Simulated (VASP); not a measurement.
# Mo (Im-3m) in VASP: a series of runs

The runs below take Mo through single point, with PBE.

All numbers are computed with VASP 6.6.1; they aren't measurements. Logs are shortened: lines on timing, memory, paths and dates and some standing lists are left out, and cuts for length are marked.

### Step 1. The structure

Symmetry: Im-3m, No. 229, cubic system. Conventional cell: a = 3.168 Å, b = 3.168 Å, c = 3.168 Å, α = 90.00°, β = 90.00°, γ = 90.00°. Around Mo (site symmetry m-3m) lie 8 Mo at 2.74 Å.

### Step 2. Single point, PBE

Contents of INCAR:

```
ADDGRID = F
ALGO = Normal
EDIFF = 1E-7
ENCUT = 350
GGA = PE
ISIF = 2
ISMEAR = 1
LASPH = T
LCHARG = F
LREAL = F
LWAVE = F
NBANDS = 13
NELM = 100
PREC = Accurate
SIGMA = 0.2
```

Contents of KPOINTS:

```
k-points
0
Gamma
  13 13 13
```

Contents of POSCAR:

```
Mo
1.0
   -1.5838089719      1.5838089719      1.5838089719
    1.5838089719     -1.5838089719      1.5838089719
    1.5838089719      1.5838089719     -1.5838089719
Mo
1
Direct
    0.0000000000      0.0000000000      0.0000000000
```

Potentials or basis: VASP PAW PBE potentials, release 64 (Mo_sv).

The run is started by

```console
cat potpaw_PBE.64/Mo_sv/POTCAR > POTCAR
mpirun -np 1 vasp_std > vasp.out
```

OUTCAR:

```text
EDIFF = 1E-7
   ENCUT = 350
   GGA = PE
   ISIF = 2
   ISMEAR = 1
   LASPH = T
   LREAL = F
   NELM = 100
   PREC = Accurate

 Found     84 irreducible k-points:

 Following reciprocal coordinates:
            Coordinates               Weight
  0.000000  0.000000  0.000000      1.000000
  0.076923  0.000000  0.000000     12.000000
  0.153846  0.000000  0.000000     12.000000
  0.230769  0.000000  0.000000     12.000000
  0.307692  0.000000  0.000000     12.000000
  0.384615  0.000000  0.000000     12.000000
   k-points           NKPTS =     84   k-points in BZ     NKDIM =     84   number of bands    NBANDS=     13
   number of dos      NEDOS =    301   number of ions     NIONS =      1
   total plane-waves  NPLWV =   5832
   dimension x,y,z NGX =    18 NGY =   18 NGZ =   18
   dimension x,y,z NGXF=    36 NGYF=   36 NGZF=   36
   ions per type =               1
   NGX,Y,Z   is equivalent  to a cutoff of  10.91, 10.91, 10.91 a.u.
   NGXF,Y,Z  is equivalent  to a cutoff of  21.82, 21.82, 21.82 a.u.
 SYSTEM =  unknown system
   PREC   = accura    normal or accurate (medium, high low for compatibility)
   ISTART =      0    job   : 0-new  1-cont  2-samecut
   ICHARG =      2    charge: 1-file 2-atom 10-const
   ISPIN  =      1    spin polarized calculation?
   LNONCOLLINEAR =      F non collinear calculations
   LSORBIT =      F    spin-orbit coupling
   LASPH  =      T    aspherical Exc in radial PAW
   ENCUT  =  350.0 eV  25.72 Ry    5.07 a.u.   4.18  4.18  4.18*2*pi/ulx,y,z
   NELM   =    100;   NELMIN=  2; NELMDL= -5     # of ELM steps
   EDIFF  = 0.1E-06   stopping-criterion for ELM
   LREAL  =      F    real-space projection
   EDIFFG = 0.1E-05   stopping-criterion for IOM
   NSW    =      0    number of steps for IOM
   IBRION =     -1    ionic relax: 0-MD 1-quasi-New 2-CG
   NFREE  =      0    steps in history (QN), initial steepest desc. (CG)
   ISIF   =      2    stress and relaxation
   ISYM   =      2    0-nonsym 1-usesym 2-fastsym
   POTIM  = 0.5000    time-step for ionic-motion
   TEBEG  =    0.0;   TEEND  =   0.0 temperature during run
   PSTRESS=    0.0 pullay stress
   NELECT =      14.0000    total number of electrons
   NUPDOWN=      -1.0000    fix difference up-down
   EMIN   =  10.00;   EMAX   =-10.00  energy-range for DOS
   EFERMI =   0.00;   METHOD = LEGACY
   ISMEAR =     1;   SIGMA  =   0.20  broadening in eV -4-tet -1-fermi 0-gaus
   EFERMI_NEDOS =   21; number of points for ismear=-14 and -15
   IALGO  =     38    algorithm
   IMIX   =      4    mixing-type and parameters
     AMIX     =   0.40;   BMIX     =  1.00
     AMIX_MAG =   1.60;   BMIX_MAG =  1.00
  volume/ion in A,a.u.               =      15.89       107.24
  Fermi-wavevector in a.u.,A,eV,Ry     =   1.569380  2.965698 33.510508  2.462953
  Thomas-Fermi vector in A             =   2.671271
   LORBIT       =      0    0 simple, 1 ext, 2 COOP (PROOUT), +10 PAW based schemes
   GGA     = PE    functional components
   LHFCALC =     F    Hartree Fock is set to
   AEXX    =    0.0000 exact exchange contribution
   IVDW    =     0    specifies the selected vdW correction
   LEPSILON=     F    determine dielectric tensor
   LRPA    =     F    only Hartree local field effects (RPA)
 non-spin polarized calculation
 Methfessel and Paxton  Order N= 1 SIGMA  =   0.20
  energy-cutoff  :      350.00
  volume of cell :       15.89
 maximum number of plane-waves:       244
 NGX is ok and might be reduce to    18
   NGX =  9   NGY =  9   NGZ =  9

 number of electron      14.0000005 magnetization

 Free energy of the ion-electron system (eV)
  ---------------------------------------------------
  ext. energy  EPLUGINS =         0.00000000
  ---------------------------------------------------
  free energy    TOTEN  =       -10.93299874 eV

  energy without entropy =      -10.93107685  energy(sigma->0) =      -10.93235811

 E-fermi :  12.4641     XC(G=0): -13.2987

 val. band max:       12.4238084187   @ k =  -0.3077   0.3077   0.1538
 cond. band min:      12.4707695251   @ k =   0.3846   0.0000   0.0000
 fundamental gap:      0.0469611064
 Fermi energy:        12.4640543056

 k-point     1 :       0.0000    0.0000    0.0000
  band No.  band energies     occupation
      1     -48.9351      2.00000
      2     -22.2452      2.00000
      3     -22.2452      2.00000
      4     -22.2452      2.00000
      5       5.1493      2.00000
      6      10.9988      2.00000
      7      10.9988      2.00000
      8      10.9988      2.00000
      9      13.9652     -0.00000
     10      13.9652     -0.00000
     11      27.1381      0.00000
     12      27.1381      0.00000
     13      27.1381      0.00000

 k-point     2 :       0.0769    0.0000    0.0000
  band No.  band energies     occupation
      1     -48.9212      2.00000
      2     -22.3272      2.00000
      3     -22.2705      2.00000
      4     -22.2458      2.00000
      5       5.4050      2.00000
      6      10.8564      2.00000
      7      10.9729      2.00000
      8      11.2382      2.00000
      9      13.7638     -0.00000
     10      13.9696     -0.00000
     11      27.3221      0.00000
     12      27.5692      0.00000
     13      27.6194      0.00000

 k-point     3 :       0.1538    0.0000    0.0000
  band No.  band energies     occupation
      1     -48.8824      2.00000
      2     -22.5482      2.00000
      3     -22.3397      2.00000
      4     -22.2474      2.00000
      5       6.0974      2.00000
      6      10.4858      2.00000
      7      10.8514      2.00000
      8      11.9391      2.00130
      9      13.4403     -0.00000
     10      13.9998     -0.00000
     11      27.6247      0.00000
     12      28.5584      0.00000
     13      28.7965      0.00000

 k-point     4 :       0.2308    0.0000    0.0000
  band No.  band energies     occupation
      1     -48.8274      2.00000
      2     -22.8536      2.00000
      3     -22.4362      2.00000
      4     -22.2506      2.00000
      5       6.9391      2.00000
      6      10.0120      2.00000
      7      10.7474      2.00000
      8      13.0380     -0.00038
      9      13.4027     -0.00000
     10      14.0878     -0.00000
     11      27.3040      0.00000
     12      28.5849      0.00000
     13      30.6608      0.00000

 k-point     5 :       0.3077    0.0000    0.0000
  band No.  band energies     occupation
      1     -48.7684      2.00000
      2     -23.1669      2.00000
      3     -22.5372      2.00000
      4     -22.2537      2.00000
      5       7.3716      2.00000
      6       9.5586      2.00000
      7      11.2578      2.00000
      8      13.6505     -0.00000
      9      14.2460     -0.00000
     10      14.4129     -0.00000
     11      26.1919      0.00000
     12      27.1346      0.00000
     13      32.9593      0.00000

 k-point     6 :       0.3846    0.0000    0.0000
  band No.  band energies     occupation
      1     -48.7189      2.00000
      2     -23.4192      2.00000
      3     -22.6199      2.00000
      4     -22.2559      2.00000
      5       7.2863      2.00000
      6       9.2139      2.00000
      7      12.4708      0.94321
      8      13.9607     -0.00000
      9      14.4392     -0.00000
     10      15.8246     -0.00000
     11      25.0377      0.00000
     12      25.2572      0.00000
     13      31.3300      0.00000

 [... further k-points ...]

------------------------ aborting loop because EDIFF is reached ----------------------------------------

  FORCE on cell =-STRESS in cart. coord.  units (eV):
  Direction    XX          YY          ZZ          XY          YZ          ZX
  --------------------------------------------------------------------------------------
  -------------------------------------------------------------------------------------
  Total       -0.2871480     -0.2871480     -0.2871480     -0.0000000     -0.0000000      0.0000000
  in kB      -28.9499584    -28.9499584    -28.9499584     -0.0000000     -0.0000000      0.0000000
  external PRESSURE =     -28.9499584 kB  Pullay stress =       0.0000000 kB

 VOLUME and BASIS-vectors are now :
 -----------------------------------------------------------------------------
  energy-cutoff  :      350.00
  volume of cell :       15.89
      direct lattice vectors                 reciprocal lattice vectors
    -1.583808972  1.583808972  1.583808972     0.000000000  0.315694638  0.315694638
     1.583808972 -1.583808972  1.583808972     0.315694638  0.000000000  0.315694638
     1.583808972  1.583808972 -1.583808972     0.315694638  0.315694638  0.000000000

 POSITION                                       TOTAL-FORCE (eV/Angst)
 -----------------------------------------------------------------------------------
      0.00000      0.00000      0.00000        -0.000000      0.000000      0.000000
 -----------------------------------------------------------------------------------
    total drift:                                0.000000      0.000000      0.000000

  FREE ENERGIE OF THE ION-ELECTRON SYSTEM (eV)
  ---------------------------------------------------
  free  energy   TOTEN  =       -10.9329987351 eV

  energy  without entropy=      -10.9310768489  energy(sigma->0) =      -10.93235811
```

It took 4.8 s on 1 thread of Intel Xeon 6975P-C (Granite Rapids), shared host; peak memory 0.12 GiB.

The run converged, but some of its settings lie outside the range that counts as converged, so its numbers aren't taken as properties of the crystal.

Results:

- Free energy: -10.9330 eV
- Pressure: -2.9 GPa
- Band gap on the k mesh: none (metal or under the smearing width)

(Part 1 of 2 ends here.)
